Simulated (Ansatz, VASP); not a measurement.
# K: VASP beside Ansatz

The input INCAR:

```
ALGO = Normal
EDIFF = 1E-6
ENCUT = 520
GGA = PS
ISIF = 2
ISMEAR = 0
LASPH = T
LCHARG = T
LELF = T
LREAL = F
LVHAR = T
LWAVE = F
NBANDS = 10
NELM = 100
PREC = Accurate
SIGMA = 0.15
```

The input KPOINTS:

```
k-points
0
Gamma
  14 14 14
```

POSCAR

```
K
1.0
   -2.4871000000      2.4871000000      2.6180000000
    2.4871000000     -2.4871000000      2.6180000000
    2.4871000000      2.4871000000     -2.6180000000
K
1
Direct
    0.0000000000      0.0000000000      0.0000000000
```

Input for Ansatz:

```yaml
crystal:
  lattice:
    - [-2.4871, 2.4871, 2.618]
    - [2.4871, -2.4871, 2.618]
    - [2.4871, 2.4871, -2.618]
  atoms:
    - { symbol: K, position: [0.0, 0.0, 0.0] }
basis:
  ecutwfc: 420
kpoints:
  mp_grid: { grid: [14, 14, 14] }
hamiltonian:
  xc: pbesol
scf:
  occupations: { method: gaussian, width: 0.15 }
output:
  forces: true
  stress: true
  eigenvalues: true
```

Change from the starting cell: strain -0.0500 x Voigt [1, 1, 0, 0, 0, 0], atoms carried along.

Alike in both runs: task single point; functional PBEsol; k mesh 14 × 14 × 14; occupations gaussian, width 0.15 eV; no spin polarisation.

|  | VASP | Ansatz |
| --- | --- | --- |
| version | VASP 6.6.1 | Ansatz 0.2.0 |
| potentials or method | VASP PAW PBE potentials, release 64 (K_sv) | scalar-relativistic, plane waves, PAW |
| plane-wave cutoff (eV) | 520 | 420 |
| valence electrons in the cell | 9 | 9 |

```csv
,VASP,Ansatz,Ansatz less VASP
gap on the k mesh at the Fermi level (eV),none,none,-
pressure (GPa),0.4,0.4,+0.01
```

A gap of «none» marks a metal or a gap that the smearing closes.

Caveats: the PAW data sets were made with another functional, which shifts forces and pressure a little (VASP).
